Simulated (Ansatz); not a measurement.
# WS2: the cost of one run

Method: reference: DFT, HSE06, plane waves, PAW, in Ansatz 0.2.0.

5 further runs of the same task are left out: 1 for a known fault of the program, 4 that didn't finish.

### 1 The system as given

The structure is trigonal, space group R3m (No. 160). The conventional cell has a = 3.172 Å, b = 3.172 Å, c = 18.712 Å, α = 90.00°, β = 90.00°, γ = 120.00°. W (site symmetry 3m) is surrounded by 6 S at 2.41 Å. S (site symmetry 3m) has 3 W at 2.41 Å as nearest neighbours.

As a file:

```
W S
1.0
     1.58589    0.91561    6.23747
    -1.58589    0.91561    6.23747
     0.00000   -1.83122    6.23747
W S
1 2
Direct
  0.99999 0.99999 0.99999
  0.41680 0.41680 0.41680
  0.24988 0.24988 0.24988
```

### 2 Baseline

input.yaml reads:

```yaml
crystal:
  lattice:
    - [1.5858866948, 0.9156121101, 6.2374697496]
    - [-1.5858866948, 0.9156121101, 6.2374697496]
    - [0.0, -1.8312242203, 6.2374697496]
  atoms:
    - { symbol: W, position: [-1.15685e-05, -1.15685e-05, -1.15685e-05] }
    - { symbol: S, position: [0.4167981689, 0.4167981689, 0.4167981689] }
    - { symbol: S, position: [0.2498800663, 0.2498800663, 0.2498800663] }
kpoints:
  mp_grid: { grid: [4, 4, 4] }
hamiltonian:
  xc: hse06
scf:
  occupations: { method: fixed }
  n_extra_bands: 4
output:
  forces: true
  stress: true
  eigenvalues: true
```

On the command line:

```
ansatz run input.yaml --threads 4 --pin off --max-ram 3686MiB --backend cpu --events-out ev --progress --plain --runs-dir out
```

What time and memory should one allow on 4 threads of Arm Neoverse V1, shared host?

About 9.6 s, with a peak of 0.81 GiB.
